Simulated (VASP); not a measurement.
Wanted: the native input for a VASP 6.6.1 run.

| Item | Value |
| --- | --- |
| Task | single point |
| Functional | LDA |
| Potentials or basis | VASP PAW LDA potentials, release 64 (Ni, O) |
| Cutoff | 520 eV |
| k mesh | 8 × 8 × 7 |
| Occupations | gaussian, width 0.05 eV |
| Spin | collinear spin, ferromagnetic start |
| Starting moments | [1.0, 0.0] μB |
| Hubbard terms | Ni d U = 4 eV |
| Further INCAR settings | ALGO = Normal; EDIFF = 1e-07; NBANDS = 19 |

The structure of NiO lies in POSCAR:

```
NiO
1.0
    2.7830607900      0.0000000000      0.0000000000
   -1.3915303900      2.4102013400      0.0000000000
    0.0000000000      0.0000000000      2.7161294400
Ni O
1 1
Direct
    0.0000000000      0.0000000000      0.0000000000
    0.6666666667      0.3333333333      0.5000000000
```

Measurements of this composition are mostly on another form, of space group No. 225.

One way to write it, as run:

INCAR

```
ALGO = Normal
EDIFF = 1E-7
ENCUT = 520
GGA = CA
ISIF = 2
ISMEAR = 0
ISPIN = 2
LASPH = T
LCHARG = T
LDAU = T
LDAUJ = 0 0
LDAUL = 2 -1
LDAUPRINT = 1
LDAUTYPE = 2
LDAUU = 4 0
LELF = T
LMAXMIX = 4
LORBIT = 11
LREAL = F
LVHAR = T
LWAVE = F
MAGMOM = 1 0
NBANDS = 19
NELM = 120
PREC = Accurate
SIGMA = 0.05
```

KPOINTS

```
k-points
0
Gamma
  8 8 7
```

Potentials or basis: VASP PAW LDA potentials, release 64 (Ni, O).

Command:

```console
$ cat potpaw_LDA.64/Ni/POTCAR potpaw_LDA.64/O/POTCAR > POTCAR
$ mpirun -np 1 vasp_std > vasp.out
```

It gave:

* Pressure: -13.2 GPa
* Band gap on the k mesh: none (metal or under the smearing width)
* Net moment: 2.00 μB per cell
* Site moments: Ni +1.63; O +0.33 μB
* Valence electrons inside the program's atomic spheres: Ni 9.04; O 4.94

Caveat: a cell with one magnetic atom can't hold antiferromagnetic order, which such compounds often take.

Wall time 19 s on 1 thread of Intel(R) Xeon(R) Platinum 8488C (Sapphire Rapids), with other jobs on the host, peak memory 0.14 GiB.
